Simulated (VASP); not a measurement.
# PtS2 (P-3m1) in VASP: further runs

The runs below take PtS2 through band structure, with BLYP, PW91, r2SCAN.

Everything below comes from runs of VASP 6.6.1. Logs are shortened: lines on timing, memory, paths and dates and some standing lists are left out, and cuts for length are marked.

## (1) The crystal as given

Symmetry: P-3m1, No. 164, trigonal system. Conventional cell: a = 3.543 Å, b = 3.543 Å, c = 5.039 Å, α = 90.00°, β = 90.00°, γ = 120.00°. Pt (site symmetry -3m) has 6 S at 2.34 Å as nearest neighbours. Around S (site symmetry 3m) lie 3 Pt at 2.34 Å.

## (2) Band structure, BLYP

POSCAR reads:

```
PtS2
1.0
    3.5432000000      0.0000000000      0.0000000000
   -1.7716000000      3.0685012107      0.0000000000
    0.0000000000      0.0000000000      5.0388000000
Pt S
1 2
Direct
    0.0000000000      0.0000000000      0.0000000000
    0.6666666667      0.3333333333      0.7730000000
    0.3333333333      0.6666666667      0.2270000000
```

INCAR.step1 reads:

```
SYSTEM = PtS2
AGGAC = 1.0
AGGAX = 1.0
ALDAC = 0.0
ALDAX = 1.0
ALGO = Fast
EDIFF = 1E-6
ENCUT = 520
GGA = B5
ISIF = 2
ISMEAR = -1
LASPH = .TRUE.
LCHARG = .TRUE.
LMAXMIX = 4
LREAL = .FALSE.
LWAVE = .FALSE.
NELM = 100
PREC = Accurate
SIGMA = 0.05
```

KPOINTS.step1 reads:

```
k-points
0
G
  9 9 5
  0 0 0
```

INCAR.step2 reads:

```
SYSTEM = PtS2
AGGAC = 1.0
AGGAX = 1.0
ALDAC = 0.0
ALDAX = 1.0
ALGO = Fast
EDIFF = 1E-6
ENCUT = 520
GGA = B5
ICHARG = 11
ISIF = 2
ISMEAR = 0
LASPH = .TRUE.
LCHARG = .FALSE.
LMAXMIX = 4
LREAL = .FALSE.
LWAVE = .FALSE.
NELM = 100
PREC = Accurate
SIGMA = 0.05
```

KPOINTS.step2 reads:

```
path GMKGALHA,LM,KH
15
line-mode
reciprocal
 0.0000000000  0.0000000000  0.0000000000  G
 0.5000000000  0.0000000000  0.0000000000  M

 0.5000000000  0.0000000000  0.0000000000  M
 0.3333333333  0.3333333333  0.0000000000  K

 0.3333333333  0.3333333333  0.0000000000  K
 0.0000000000  0.0000000000  0.0000000000  G

 0.0000000000  0.0000000000  0.0000000000  G
 0.0000000000  0.0000000000  0.5000000000  A

 0.0000000000  0.0000000000  0.5000000000  A
 0.5000000000  0.0000000000  0.5000000000  L

 0.5000000000  0.0000000000  0.5000000000  L
 0.3333333333  0.3333333333  0.5000000000  H

 0.3333333333  0.3333333333  0.5000000000  H
 0.0000000000  0.0000000000  0.5000000000  A

 0.5000000000  0.0000000000  0.5000000000  L
 0.5000000000  0.0000000000  0.0000000000  M

 0.3333333333  0.3333333333  0.0000000000  K
 0.3333333333  0.3333333333  0.5000000000  H
```

Potentials or basis: VASP PAW PBE potentials, release 64 (Pt, S).

Started as:

```sh
$ cat potpaw_PBE.64/Pt/POTCAR potpaw_PBE.64/S/POTCAR > POTCAR
$ cp INCAR.step1 INCAR
$ cp KPOINTS.step1 KPOINTS
$ mpirun -np 1 vasp_std > vasp.out
$ cp INCAR.step2 INCAR
$ cp KPOINTS.step2 KPOINTS
$ mpirun -np 1 vasp_std > vasp.out
```

OUTCAR:

```text
SYSTEM = PtS2
   EDIFF = 1E-6
   ENCUT = 520
   GGA = B5
   ICHARG = 11
   ISIF = 2
   ISMEAR = 0
   LASPH = .TRUE.
   LREAL = .FALSE.
   NELM = 100
   PREC = Accurate

 ion  position               nearest neighbor table
   1  0.000  0.000  0.000-   2 2.34   3 2.34   2 2.34   3 2.34   2 2.34   3 2.34
   2  0.667  0.333  0.773-   1 2.34   1 2.34   1 2.34
   3  0.333  0.667  0.227-   1 2.34   1 2.34   1 2.34

  LATTYP: Found a hexagonal cell.
 ALAT       =     3.5432000000
 C/A-ratio  =     1.4221043125

  Lattice vectors:

 A1 = (   3.5432000000,   0.0000000000,   0.0000000000)
 A2 = (  -1.7716000000,   3.0685012107,   0.0000000000)
 A3 = (   0.0000000000,   0.0000000000,   5.0388000000)

Analysis of symmetry for initial positions (statically):
=====================================================================
 Subroutine PRICEL returns:
 Original cell was already a primitive cell.

 Routine SETGRP: Setting up the symmetry group for a
 hexagonal supercell.

 Subroutine GETGRP returns: Found 12 space group operations
 (whereof 12 operations were pure point group operations)
 out of a pool of 24 trial point group operations.

The static configuration has the point symmetry D_3d.

Analysis of symmetry for dynamics (positions and initial velocities):
=====================================================================
 Subroutine PRICEL returns:
 Original cell was already a primitive cell.

 Routine SETGRP: Setting up the symmetry group for a
 hexagonal supercell.

 Subroutine GETGRP returns: Found 12 space group operations
 (whereof 12 operations were pure point group operations)
 out of a pool of 24 trial point group operations.

The dynamic configuration has the point symmetry D_3d.

 Subroutine INISYM returns: Found 12 space group operations
 (whereof 12 operations are pure point group operations),
 and found     1 'primitive' translations

----------------------------------------------------------------------------------------

                                     Primitive cell

  volume of cell :      54.7834

  direct lattice vectors                    reciprocal lattice vectors
     3.543200000  0.000000000  0.000000000     0.282230752  0.162946001  0.000000000
    -1.771600000  3.068501211  0.000000000     0.000000000  0.325892001  0.000000000
     0.000000000  0.000000000  5.038800000     0.000000000  0.000000000  0.198459951

  length of vectors
     3.543200000  3.543200000  5.038800000     0.325892001  0.325892001  0.198459951

  position of ions in fractional coordinates (direct lattice)
     0.000000000  0.000000000  0.000000000
     0.666666667  0.333333333  0.773000000
     0.333333333  0.666666667  0.227000000

  ion indices of the primitive-cell ions
   primitive index   ion index
                 1           1
                 2           2
                 3           3

----------------------------------------------------------------------------------------

 KPOINTS: path GMKGALHA,LM,KH

Interpolating k-points between supplied coordinates.

 Line segments in fractional coordinates (reciprocal lattice):
    0.000000  0.000000  0.000000  ...  0.500000  0.000000  0.000000
    0.500000  0.000000  0.000000  ...  0.333333  0.333333  0.000000
    0.333333  0.333333  0.000000  ...  0.000000  0.000000  0.000000
    0.000000  0.000000  0.000000  ...  0.000000  0.000000  0.500000
    0.000000  0.000000  0.500000  ...  0.500000  0.000000  0.500000
    0.500000  0.000000  0.500000  ...  0.333333  0.333333  0.500000
    0.333333  0.333333  0.500000  ...  0.000000  0.000000  0.500000
    0.500000  0.000000  0.500000  ...  0.500000  0.000000  0.000000
    0.333333  0.333333  0.000000  ...  0.333333  0.333333  0.500000

 Generated    15 points on each line segment, for a total of    135 k-points:

 Following reciprocal coordinates:
            Coordinates               Weight
  0.000000  0.000000  0.000000      0.007407
  0.035714  0.000000  0.000000      0.007407
  0.071429  0.000000  0.000000      0.007407
  0.107143  0.000000  0.000000      0.007407
  0.142857  0.000000  0.000000      0.007407
  0.178571  0.000000  0.000000      0.007407
[... 16 lines left out ...]
  0.416667  0.166667  0.000000      0.007407
  0.404762  0.190476  0.000000      0.007407
 [... further k-points ...]
   k-points           NKPTS =    135   k-points in BZ     NKDIM =    135   number of bands    NBANDS=     15
   number of dos      NEDOS =    301   number of ions     NIONS =      3
   total plane-waves  NPLWV =  31360
   dimension x,y,z NGX =    28 NGY =   28 NGZ =   40
   dimension x,y,z NGXF=    56 NGYF=   56 NGZF=   80
   ions per type =               1   2
   NGX,Y,Z   is equivalent  to a cutoff of  13.14, 13.14, 13.20 a.u.
   NGXF,Y,Z  is equivalent  to a cutoff of  26.28, 26.28, 26.39 a.u.
 SYSTEM =  PtS2
   PREC   = accura    normal or accurate (medium, high low for compatibility)
   ISTART =      0    job   : 0-new  1-cont  2-samecut
   ICHARG =     11    charge: 1-file 2-atom 10-const
   ISPIN  =      1    spin polarized calculation?
   LNONCOLLINEAR =      F non collinear calculations
   LSORBIT =      F    spin-orbit coupling
   LASPH  =      T    aspherical Exc in radial PAW
   ENCUT  =  520.0 eV  38.22 Ry    6.18 a.u.   6.59  6.59  9.37*2*pi/ulx,y,z
   NELM   =    100;   NELMIN=  2; NELMDL=  0     # of ELM steps
   EDIFF  = 0.1E-05   stopping-criterion for ELM
   LREAL  =      F    real-space projection
   EDIFFG = 0.1E-04   stopping-criterion for IOM
   NSW    =      0    number of steps for IOM
   IBRION =     -1    ionic relax: 0-MD 1-quasi-New 2-CG
   NFREE  =      0    steps in history (QN), initial steepest desc. (CG)
   ISIF   =      2    stress and relaxation
   ISYM   =      2    0-nonsym 1-usesym 2-fastsym
   POTIM  = 0.5000    time-step for ionic-motion
   TEBEG  =    0.0;   TEEND  =   0.0 temperature during run
   PSTRESS=    0.0 pullay stress
   NELECT =      22.0000    total number of electrons
   NUPDOWN=      -1.0000    fix difference up-down
   EMIN   =  10.00;   EMAX   =-10.00  energy-range for DOS
   EFERMI =   0.00;   METHOD = LEGACY
   ISMEAR =     0;   SIGMA  =   0.05  broadening in eV -4-tet -1-fermi 0-gaus
   EFERMI_NEDOS =   21; number of points for ismear=-14 and -15
   IALGO  =     68    algorithm
   IMIX   =      4    mixing-type and parameters
     AMIX     =   0.40;   BMIX     =  1.00
     AMIX_MAG =   1.60;   BMIX_MAG =  1.00
  volume/ion in A,a.u.               =      18.26       123.23
  Fermi-wavevector in a.u.,A,eV,Ry     =   1.207812  2.282434 19.848315  1.458810
  Thomas-Fermi vector in A             =   2.343439
   LORBIT       =      0    0 simple, 1 ext, 2 COOP (PROOUT), +10 PAW based schemes
   GGA     = B5    functional components
   LHFCALC =     F    Hartree Fock is set to
   AEXX    =    0.0000 exact exchange contribution
   IVDW    =     0    specifies the selected vdW correction
   LEPSILON=     F    determine dielectric tensor
   LRPA    =     F    only Hartree local field effects (RPA)
 non-spin polarized calculation
 RMM-DIIS sequential band-by-band and
 Gauss-broadening in eV      SIGMA  =   0.05
  energy-cutoff  :      520.00
  volume of cell :       54.78
 maximum number of plane-waves:      1513
 NGX is ok and might be reduce to    28

 number of electron      22.0000000 magnetization

 Free energy of the ion-electron system (eV)
  ---------------------------------------------------
  ext. energy  EPLUGINS =         0.00000000
  ---------------------------------------------------
  free energy    TOTEN  =       -12.95946938 eV

  energy without entropy =      -12.95946938  energy(sigma->0) =      -12.95946938

 E-fermi :   7.3932     XC(G=0): -10.0041

 val. band max:        7.1113997074   @ k =   0.0714   0.0714   0.0000
 cond. band min:       8.1763707021   @ k =   0.1429   0.1429   0.5000
 fundamental gap:      1.0649709948
 Fermi energy:         7.3931616598

 k-point     1 :       0.0000    0.0000    0.0000
  band No.  band energies     occupation
      1      -8.3296      2.00000
      2      -5.1568      2.00000
      3       0.1577      2.00000
      4       0.1577      2.00000
      5       0.3143      2.00000
      6       3.2061      2.00000
      7       3.2061      2.00000
      8       5.3853      2.00000
      9       6.0170      2.00000
     10       6.0170      2.00000
     11       7.0353      2.00000
     12       9.6140      0.00000
     13       9.6140      0.00000
     14      12.1408      0.00000
     15      12.9996      0.00000

 k-point     2 :       0.0357    0.0000    0.0000
  band No.  band energies     occupation
      1      -8.3125      2.00000
      2      -5.1685      2.00000
      3       0.1696      2.00000
      4       0.1736      2.00000
      5       0.3311      2.00000
      6       3.1824      2.00000
      7       3.1916      2.00000
      8       5.3231      2.00000
      9       6.0210      2.00000
     10       6.0219      2.00000
     11       7.0476      2.00000
     12       9.5270      0.00000
     13       9.5980      0.00000
     14      12.2487      0.00000
     15      13.0670      0.00000

 k-point     3 :       0.0714    0.0000    0.0000
  band No.  band energies     occupation
      1      -8.2613      2.00000
      2      -5.2027      2.00000
      3       0.2045      2.00000
      4       0.2195      2.00000
      5       0.3822      2.00000
      6       3.1100      2.00000
      7       3.1508      2.00000
      8       5.1576      2.00000
      9       6.0255      2.00000
     10       6.0284      2.00000
     11       7.0773      2.00000
     12       9.3122      0.00000
     13       9.5557      0.00000
     14      12.5201      0.00000
     15      13.2588      0.00000
[... 343 lines left out ...]
 k-point    23 :       0.4167    0.1667    0.0000
  band No.  band energies     occupation
      1      -6.2468      2.00000
      2      -6.1113      2.00000
      3      -0.0567      2.00000
      4       0.9087      2.00000
      5       1.8100      2.00000
      6       2.6080      2.00000
      7       2.7262      2.00000
      8       3.8040      2.00000
      9       4.1166      2.00000
     10       4.7888      2.00000
     11       5.8100      2.00000
     12       8.6212      0.00000
     13       8.9624      0.00000
     14      12.9224      0.00000
     15      14.9655      0.00000

 k-point    24 :       0.4048    0.1905    0.0000
  band No.  band energies     occupation
      1      -6.2150      2.00000
      2      -6.1138      2.00000
      3       0.0157      2.00000
      4       0.8950      2.00000
      5       1.6765      2.00000
      6       2.5406      2.00000
      7       2.6947      2.00000
      8       3.7552      2.00000
      9       4.1983      2.00000
     10       4.9183      2.00000
     11       5.8987      2.00000
     12       8.5431      0.00000
     13       8.7731      0.00000
     14      12.9362      0.00000
     15      15.0025      0.00000

 [... further k-points ...]

------------------------ aborting loop because EDIFF is reached ----------------------------------------

  FORCE on cell =-STRESS in cart. coord.  units (eV):
  Direction    XX          YY          ZZ          XY          YZ          ZX
  --------------------------------------------------------------------------------------
  -------------------------------------------------------------------------------------
  Total        6.0269523      6.0269523      5.2655289      0.0000000      0.0000000      0.0000000
  in kB      176.2622259    176.2622259    153.9938921      0.0000000      0.0000000      0.0000000
  external PRESSURE =     168.8394480 kB  Pullay stress =       0.0000000 kB

 VOLUME and BASIS-vectors are now :
 -----------------------------------------------------------------------------
  energy-cutoff  :      520.00
  volume of cell :       54.78
      direct lattice vectors                 reciprocal lattice vectors
     3.543200000  0.000000000  0.000000000     0.282230752  0.162946001  0.000000000
    -1.771600000  3.068501211  0.000000000     0.000000000  0.325892001  0.000000000
     0.000000000  0.000000000  5.038800000     0.000000000  0.000000000  0.198459951

 POSITION                                       TOTAL-FORCE (eV/Angst)
 -----------------------------------------------------------------------------------
      0.00000      0.00000      0.00000         0.000000      0.000000      0.000000
      1.77160      1.02283      3.89499         0.000000      0.000000     -1.389750
     -0.00000      2.04567      1.14381        -0.000000      0.000000      1.389750
 -----------------------------------------------------------------------------------
    total drift:                                0.000000     -0.000000     -0.000000

  FREE ENERGIE OF THE ION-ELECTRON SYSTEM (eV)
  ---------------------------------------------------
  free  energy   TOTEN  =       -12.9594693819 eV

  energy  without entropy=      -12.9594693819  energy(sigma->0) =      -12.95946938
```

It took 89 s on 1 thread of Intel Xeon Platinum 8488C (Sapphire Rapids), shared host; peak memory 0.24 GiB.

Results:

| Item | Value |
| --- | --- |
| Band gap on the k mesh | 1.05 eV, indirect (least direct gap 1.12 eV) |
| Band gap along the path | 1.06 eV, indirect (least direct gap 1.56 eV) |

Levels at the corners of the path, in eV from the valence-band top:
```csv
point,band 7,band 8,band 9,band 10,band 11,band 12,band 13,band 14,band 15
Γ,-3.91,-1.73,-1.09,-1.09,-0.08,2.50,2.50,5.03,5.89
M,-3.30,-3.26,-3.16,-2.91,-2.28,1.84,2.88,5.67,6.75
M,-3.30,-3.26,-3.16,-2.91,-2.28,1.84,2.88,5.67,6.75
K,-4.51,-3.59,-2.61,-1.42,-1.42,1.12,1.12,5.82,8.26
K,-4.51,-3.59,-2.61,-1.42,-1.42,1.12,1.12,5.82,8.26
Γ,-3.91,-1.73,-1.09,-1.09,-0.08,2.50,2.50,5.03,5.89
Γ,-3.91,-1.73,-1.09,-1.09,-0.08,2.50,2.50,5.03,5.89
A,-3.93,-2.43,-1.28,-1.28,-0.84,2.97,2.97,5.72,7.46
A,-3.93,-2.43,-1.28,-1.28,-0.84,2.97,2.97,5.72,7.47
L,-3.27,-3.20,-2.98,-2.66,-1.30,2.14,2.38,5.53,5.78
L,-3.27,-3.20,-2.98,-2.66,-1.30,2.14,2.38,5.53,5.78
H,-4.33,-3.47,-3.46,-1.82,-1.82,2.28,2.28,7.36,8.13
H,-4.33,-3.47,-3.46,-1.82,-1.82,2.28,2.28,7.35,8.14
A,-3.93,-2.43,-1.28,-1.28,-0.84,2.97,2.97,5.72,7.46
L,-3.27,-3.20,-2.98,-2.66,-1.30,2.14,2.38,5.53,5.78
M,-3.30,-3.26,-3.16,-2.91,-2.28,1.84,2.88,5.67,6.75
K,-4.51,-3.59,-2.61,-1.42,-1.42,1.12,1.12,5.82,8.26
H,-4.33,-3.47,-3.46,-1.82,-1.82,2.28,2.28,7.35,8.13
```

Caveat: the log is that of the step along the path at fixed density, whose energy, stress, charges and moments have no meaning; the PAW data sets were made with another functional, which shifts forces and pressure a little; spin-orbit coupling is left out, which moves the levels of the heavy elements. BLYP gaps usually lie below the measured ones, often by a third to a half.

## (3) Band structure, PW91

POSCAR is that of step 2.

INCAR.step1 reads:

```
PREC = Accurate
ENCUT = 520
EDIFF = 1E-6
ISMEAR = -1
SIGMA = 0.05
LREAL = False
LASPH = True
NELM = 60
ALGO = Normal
ISIF = 2
LWAVE = False
LCHARG = True
LMAXMIX = 4
GGA = 91
NBANDS = 18
```

KPOINTS.step1 reads:

```
regular mesh
0
Gamma
  9 9 5
```

INCAR.step2 reads:

```
PREC = Accurate
ENCUT = 520
EDIFF = 1E-6
ISMEAR = 0
SIGMA = 0.05
LREAL = False
LASPH = True
NELM = 60
ALGO = Normal
ISIF = 2
LWAVE = False
LCHARG = False
LMAXMIX = 4
GGA = 91
NBANDS = 18
ICHARG = 11
```

KPOINTS.step2, as its differences from that of step 2:

```diff
@@ -1,3 +1,3 @@
 path GMKGALHA,LM,KH
-15
+20
 line-mode
```

Potentials or basis: VASP PAW PBE potentials, release 64 (Pt, S).

Started as:

```sh
$ cat potpaw_PBE.64/Pt/POTCAR potpaw_PBE.64/S/POTCAR > POTCAR
$ cp INCAR.step1 INCAR
$ cp KPOINTS.step1 KPOINTS
$ mpirun -np 1 vasp_std > vasp.out
$ cp INCAR.step2 INCAR
$ cp KPOINTS.step2 KPOINTS
$ mpirun -np 1 vasp_std > vasp.out
```

Wall time 1.9 min (1 thread of Intel Xeon Platinum 8488C (Sapphire Rapids), shared host); peak memory 0.29 GiB.

It converged, with:

| Property | Result |
| --- | --- |
| Band gap on the k mesh | 1.03 eV, indirect (least direct gap 1.08 eV) |
| Band gap along the path | 1.04 eV, indirect (least direct gap 1.54 eV) |

Levels at the corners of the path, in eV from the valence-band top:
| point | band 7 | band 8 | band 9 | band 10 | band 11 | band 12 | band 13 | band 14 | band 15 | band 16 |
| --- | --- | --- | --- | --- | --- | --- | --- | --- | --- | --- |
| Γ | -3.94 | -1.75 | -1.10 | -1.10 | -0.09 | 2.50 | 2.50 | 4.84 | 5.81 | 7.99 |
| M | -3.37 | -3.28 | -3.19 | -2.96 | -2.30 | 1.83 | 2.88 | 5.59 | 6.59 | 8.31 |
| M | -3.37 | -3.28 | -3.19 | -2.96 | -2.30 | 1.83 | 2.88 | 5.59 | 6.59 | 8.31 |
| K | -4.55 | -3.63 | -2.65 | -1.45 | -1.45 | 1.09 | 1.09 | 5.76 | 8.11 | 9.38 |
| K | -4.55 | -3.63 | -2.65 | -1.45 | -1.45 | 1.09 | 1.09 | 5.76 | 8.11 | 9.38 |
| Γ | -3.94 | -1.75 | -1.10 | -1.10 | -0.09 | 2.50 | 2.50 | 4.84 | 5.81 | 7.99 |
| Γ | -3.94 | -1.75 | -1.10 | -1.10 | -0.09 | 2.50 | 2.50 | 4.84 | 5.81 | 7.99 |
| A | -3.97 | -2.45 | -1.29 | -1.29 | -0.87 | 2.97 | 2.97 | 5.53 | 7.42 | 7.67 |
| A | -3.97 | -2.45 | -1.29 | -1.29 | -0.87 | 2.97 | 2.97 | 5.53 | 7.42 | 7.67 |
| L | -3.29 | -3.22 | -3.05 | -2.68 | -1.34 | 2.13 | 2.40 | 5.45 | 5.61 | 7.92 |
| L | -3.29 | -3.22 | -3.05 | -2.68 | -1.34 | 2.13 | 2.40 | 5.45 | 5.61 | 7.92 |
| H | -4.36 | -3.52 | -3.50 | -1.84 | -1.84 | 2.27 | 2.27 | 7.33 | 7.97 | 8.21 |
| H | -4.36 | -3.52 | -3.50 | -1.84 | -1.84 | 2.27 | 2.27 | 7.33 | 7.97 | 8.21 |
| A | -3.97 | -2.45 | -1.29 | -1.29 | -0.87 | 2.97 | 2.97 | 5.53 | 7.42 | 7.67 |
| L | -3.29 | -3.22 | -3.05 | -2.68 | -1.34 | 2.13 | 2.40 | 5.45 | 5.61 | 7.92 |
| M | -3.37 | -3.28 | -3.19 | -2.96 | -2.30 | 1.83 | 2.88 | 5.59 | 6.59 | 8.31 |
| K | -4.55 | -3.63 | -2.65 | -1.45 | -1.45 | 1.09 | 1.09 | 5.76 | 8.11 | 9.38 |
| H | -4.36 | -3.52 | -3.50 | -1.84 | -1.84 | 2.27 | 2.27 | 7.33 | 7.97 | 8.21 |

Caveat: the log is that of the step along the path at fixed density, whose energy, stress, charges and moments have no meaning; the PAW data sets were made with another functional, which shifts forces and pressure a little; spin-orbit coupling is left out, which moves the levels of the heavy elements.

[end of part 1 of 2]
